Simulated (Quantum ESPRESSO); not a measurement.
Cu2O (Cuprite):

```
CELL_PARAMETERS angstrom
4.26000 0.00000 0.00000
0.00000 4.26000 0.00000
0.00000 0.00000 4.26000
ATOMIC_POSITIONS crystal
Cu 0.75000 0.25000 0.75000
Cu 0.75000 0.75000 0.25000
Cu 0.25000 0.75000 0.75000
Cu 0.25000 0.25000 0.25000
O 0.50000 0.50000 0.50000
O 0.00000 0.00000 0.00000
```

Base run:

| Item | Value |
| --- | --- |
| Program | Quantum ESPRESSO 7.5 |
| Functional | LDA |
| Potentials or basis | SSSP 1.3 efficiency PBE |
| Cutoff | 748 eV |
| Density cutoff | 5987 eV |
| k mesh | 6 × 6 × 6 |
| Occupations | fermi-dirac, width 0.05 eV |
| Spin | no spin polarisation |
| Hubbard terms | Cu d U = 4 eV |

Its results: band gap on the k mesh 0.81 eV, direct; pressure -4.6 GPa.

Question: The run is repeated on the same cell with these changes: hubbard terms from Cu d U = 4 eV to Cu d U = 1 eV. What comes out?

Answer: Band gap on the k mesh 0.61 eV, direct; pressure -7.3 GPa.

Caveats: the potentials were made for another functional, which shifts forces and pressure.

A k mesh can miss the band edges.
